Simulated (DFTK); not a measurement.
## SiC (Moissanite) under changes of volume

One of the cells (10.341 Å³/atom); the others are scaled copies at fixed shape and fractional positions:

```
Si C
1.0
     3.07600    0.00000    0.00000
    -1.53800    2.66389    0.00000
     0.00000    0.00000    5.04800
Si C
2 2
Direct
  0.66667 0.33333 0.50000
  0.33333 0.66667 0.00000
  0.66667 0.33333 0.88500
  0.33333 0.66667 0.38500
```

| Quantity | Value |
| --- | --- |
| Program | DFTK 0.8.2 |
| Functional | BLYP |
| Potentials or basis | dojo.nc.sr.pbe.v0_4_1.standard.upf (PBE) |
| Cutoff | 1116 eV |
| k mesh | 6 × 6 × 3 |
| Occupations | fermi-dirac, width 0.05 eV |
| Spin | no spin polarisation |

```csv
volume (Å³/atom),energy over the lowest point (meV/atom),pressure (GPa),gap on the mesh (eV),largest force (eV/Å)
9.721,?,?,?,?
9.927,54.53,20.5,2.60,0.829
10.134,31.52,15.1,2.63,0.795
10.341,15.16,10.2,2.67,0.764
10.548,4.83,5.7,2.70,0.734
10.755,0.00,1.7,2.72,0.705
10.961,0.15,-2.0,2.75,0.679
```

Question: What does the run at 9.721 Å³/atom give?

Answer: Energy over the lowest point 84.84 meV/atom; pressure 26.4 GPa; gap on the mesh 2.57 eV; largest force 0.864 eV/Å.

Worked out: A Birch-Murnaghan fit of order 3 (a polynomial in V^(-2/3)) to the other rows has its minimum at 10.85 Å³/atom with B0 = V·E''(V) = 194 GPa and B' = 3.9 at fixed shape and positions, which overstates the stiffness. It gives 84.69 meV/atom at 9.721 Å³/atom, against the run's 84.84, and -dE/dV = 26.5 GPa, against 26.4. A straight line through the other rows of the gap, of slope 1.51 eV per unit of ln V, extrapolates to 2.57 eV, against the run's 2.57.

Energies are extrapolated to zero smearing.

Caveats: some runs use coarse meshes; the potentials were made for another functional, which shifts forces and pressure; an odd mesh through Γ misses points on the zone boundary, where band edges often lie.
